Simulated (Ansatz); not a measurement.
Theory: Ansatz 0.2.0, DFT PBE+D3(BJ), scalar-relativistic, plane waves, PAW. All cells share a 420 eV cutoff and Γ-centred k meshes spaced at most about 0.3 Å⁻¹ (about 0.25 or finer for metals, 2π included). No spin polarisation.

All energies are static (0 K, no zero-point motion).

Two forms of PbO2 were relaxed alike.

A.

```xyz
3
Lattice="1.7418 1.0056 3.9410 -1.7418 1.0056 3.9410 0.0000 -2.0112 3.9410" Properties=species:S:1:pos:R:3 pbc="T T T"
Pb    0.0000    0.0000    5.9115
O     0.0000    0.0000    8.8625
O     0.0000    0.0000    2.9605
```

B.

```xyz
3
Lattice="0.0000 2.6848 2.6848 2.6848 0.0000 2.6848 2.6848 2.6848 0.0000" Properties=species:S:1:pos:R:3 pbc="T T T"
Pb    0.0000    0.0000    0.0000
O     1.3424    1.3424    1.3424
O     4.0273    4.0273    4.0273
```

Task: Which form is favoured at zero pressure, and by what margin per atom?

Result: They are level within the accuracy (5 meV/atom apart, with A the lower in these runs). A has the cadmium chloride type, space group R-3m (No. 166), 13.8 Å³/atom and no gap on its mesh; B has the fluorite type, space group Fm-3m (No. 225), 12.9 Å³/atom and no gap. Counting O atoms around Pb (those within 1.25 times the shortest such distance or 1.15 times the sum of covalent radii), A has Pb 6 and B has Pb 8. Origin: A, invented; B, reached from a cell as deposited in COD. The lowest form computed isn't among them: it has the rutile type, space group P4_2/mnm (No. 136), 14.5 Å³/atom, is reached from a Materials Project cell and lies 80 meV/atom below the best shown.

The k mesh leaves some 4 meV/atom of noise in the energy of each metallic cell. Spin–orbit coupling, which can matter for Pb, is left out. The zero gap of R-3m, Fm-3m may come from the functional, which often closes small gaps. Cells relaxed within their symmetry can be saddle points. Some candidate types were left out of the draw beforehand, so a known form may be missing.
